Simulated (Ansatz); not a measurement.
# Moving the choice of potentials or basis in TiSi2

The cell as given:

```cif
data_structure
_symmetry_space_group_name_H-M 'P 1'
_symmetry_Int_Tables_number 1
_cell_length_a 5.9267
_cell_length_b 4.8869
_cell_length_c 4.7606
_cell_angle_alpha 75.793
_cell_angle_beta 53.067
_cell_angle_gamma 51.140
_cell_volume 83.88
loop_
_atom_site_label
_atom_site_type_symbol
_atom_site_fract_x
_atom_site_fract_y
_atom_site_fract_z
_atom_site_occupancy
Ti1 Ti 0.75000 0.75000 0.75000 1
Ti2 Ti 0.50000 0.50000 0.50000 1
Si1 Si 0.41257 0.08743 0.41257 1
Si2 Si 0.08743 0.41257 0.08743 1
Si3 Si 0.16257 0.83743 0.16257 1
Si4 Si 0.83743 0.16257 0.83743 1
```

The cell is a database's computed one, not the measured one.

Kept alike: task relaxation of cell and atoms; functional PBE; k mesh 7 × 7 × 7; occupations fermi-dirac, width 0.05 eV; no spin polarisation. Program: Ansatz. Cutoffs run from 707 to 1230 eV. The mesh is that of the run's cell of 6 atoms. No spin-orbit coupling.

| choice of potentials or basis | volume (Å³/atom) | first edge of the run's cell (Å) | third edge of the run's cell (Å) |
| --- | --- | --- | --- |
| Ansatz NC | 14.165 | 5.950 | 4.772 |
| Ansatz PAW (files of its older set among them) | 14.168 | 5.950 | 4.773 |
| JTH PAW | 14.182 | 5.951 | 4.775 |
| PseudoDojo standard (PBE files) | 14.166 | 5.950 | 4.772 |
| PseudoDojo stringent (PBE files) | 14.166 | 5.950 | 4.772 |
| SPMS NC | 14.163 | 5.949 | 4.772 |

The relaxations keep at least the cell's symmetry (Fddd). For a metal such a mesh leaves the last digits unconverged. Relaxations stop with a little pressure left, so the last digits of a volume or edge aren't settled. Ansatz's relaxations hold a Pulay term in the stress (up to 0.1 GPa here).

What does the choice of potentials or basis change here?

The volume runs from 14.163 (SPMS NC) to 14.182 Å³/atom (JTH PAW). The first edge of the run's cell runs from 5.949 (SPMS NC) to 5.951 Å (JTH PAW). The third edge of the run's cell runs from 4.772 (Ansatz NC; PseudoDojo standard (PBE files); PseudoDojo stringent (PBE files); SPMS NC) to 4.775 Å (JTH PAW).
